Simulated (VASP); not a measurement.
A run of VASP 6.6.1:

File INCAR:

```
ALGO = Fast ; EDIFF = 1E-7
EDIFFG = -0.01 ; ENCUT = 600
GGA = PE ; IBRION = 2
ISIF = 2 ; ISMEAR = 0
LASPH = T ; LCHARG = F
LREAL = F ; LWAVE = F
NELM = 80 ; NSW = 40
PREC = Accurate ; SIGMA = 0.03
```

KPOINTS

```
k-points
0
Gamma
  8 8 8
```

File POSCAR:

```
CdTe                                    
1.0
    0.0000000000      3.3760817533      3.3760817533
    3.3760817533      0.0000000000      3.3760817533
    3.3760817533      3.3760817533      0.0000000000
  Cd              Te            
     1     1
Direct
     0.0000000000000000    0.0000000000000000    0.0000000000000000
     0.2500000000000000    0.2500000000000000    0.2500000000000000
```

Potentials or basis: VASP PAW PBE potentials, release 64 (Cd, Te).

Launch:

```bash
$ cat potpaw_PBE.64/Cd/POTCAR potpaw_PBE.64/Te/POTCAR > POTCAR
$ mpirun -np 1 vasp_std > vasp.out
```

Hardware: 1 thread of Intel(R) Xeon(R) 6975P-C (Granite Rapids), on a shared host.

**Question.** Estimate the wall time of this run.

**Answer.** It took 17 s on 1 thread of Intel(R) Xeon(R) 6975P-C (Granite Rapids) (shared host), peak memory 0.25 GiB. Counts: scf iterations 15, k points 29, ion steps 1.
